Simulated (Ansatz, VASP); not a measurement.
**One calculation of CdSe, two programs**

```
Cd Se
1.0
     0.00000    3.00390    3.00390
     3.00390    0.00000    3.00390
     3.00390    3.00390    0.00000
Cd Se
1 1
Direct
  0.00000 0.00000 0.00000
  0.75000 0.75000 0.75000
```

Measurements of this composition are mostly on another form, of space group No. 186.

Alike in both runs: functional LDA; k mesh 10 × 10 × 10; occupations gaussian, width 0.01 eV; no spin polarisation.

Ansatz relaxed the structure, and its values are those at the end. VASP's run is a single point on that final structure, the one shown.

```csv
,VASP,Ansatz
version,VASP 6.6.1,Ansatz 0.2.0
potentials or method,"VASP PAW LDA potentials, release 64 (Cd, Se)","scalar-relativistic, plane waves, PAW"
plane-wave cutoff (eV),520,420
valence electrons in the cell,18,36
```

|  | VASP | Ansatz | Ansatz less VASP |
| --- | --- | --- | --- |
| gap on the k mesh at the Fermi level (eV) | 0.44 | 0.40 | -0.034 |
| least direct gap on the mesh (eV) | 0.44 | 0.40 | -0.034 |
| pressure (GPa) | 0.5 | 0.0 | -0.49 |

The two sets of potentials don't hold the same shells in valence.

A hybrid or GW would open this gap; LDA tends to underestimate it.
